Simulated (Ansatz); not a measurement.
Crystal: PbF2 (Fluorocronite).

```
Pb F
1.0
     0.00000    2.96366    2.96366
     2.96366    0.00000    2.96366
     2.96366    2.96366    0.00000
Pb F
1 2
Cartesian
  0.0000 0.0000 0.0000
  4.4455 4.4455 4.4455
  1.4818 1.4818 1.4818
```

Base run:

```yaml
Program: Ansatz 0.2.0
Functional: RPBE
Potentials_or_basis: Ansatz PAW
Cutoff: 420 eV
Density_cutoff: 1680 eV
k_mesh: 8 × 8 × 8
Occupations: gaussian, width 0.05 eV
Spin: no spin polarisation
```

Its results: band gap on the k mesh 4.55 eV, indirect (least direct gap 4.69 eV).

Problem. After a change of settings the same cell gave: band gap on the k mesh 5.63 eV, indirect (least direct gap 5.77 eV). Which change was it?
A. functional from RPBE to r2SCAN; cutoff from 420 eV to 500 eV; density cutoff from 1680 eV to 2000 eV; occupations from gaussian, width 0.05 eV to fermi-dirac, width 0.05 eV
B. functional from RPBE to HSEsol; k mesh from 8 × 8 × 8 to 4 × 4 × 4
C. functional from RPBE to PBEsol; occupations from gaussian, width 0.05 eV to fermi-dirac, width 0.05 eV
D. functional from RPBE to PBE

Solution. B.

Caveats: some runs use coarse meshes; spin-orbit coupling is left out, which as a rule narrows the gap of such compounds by several tenths of an eV.

Not every run made on this cell is shown here.
